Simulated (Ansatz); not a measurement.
Pt (bcc): energy against volume

Theory: DFT, revPBE, plane waves (420 eV) with PAW, scalar-relativistic (Ansatz). (PAW data from PBE, frozen cores regenerated.)

The cell is scaled uniformly from the relaxed one, with fractional coordinates and shape fixed. Energies are extrapolated to zero smearing, pressures are those at the given smearing. Magnetic state: spin not included.

A Birch-Murnaghan fit gives V₀ = 16.03 Å³/atom, B₀ = 225 GPa, B₀′ = 5.5.

Task: What are the energy above the minimum and the pressure at 14.125 Å³/atom?

Result: 210.2 meV/atom and 40.58 GPa as computed.

Task: What are the energy above the minimum and the pressure at 14.767 Å³/atom?

Result: 84.2 meV/atom and 23.50 GPa as computed.

Task: What are the energy above the minimum and the pressure at 15.409 Å³/atom?

Result: 18.7 meV/atom and 10.27 GPa as computed.
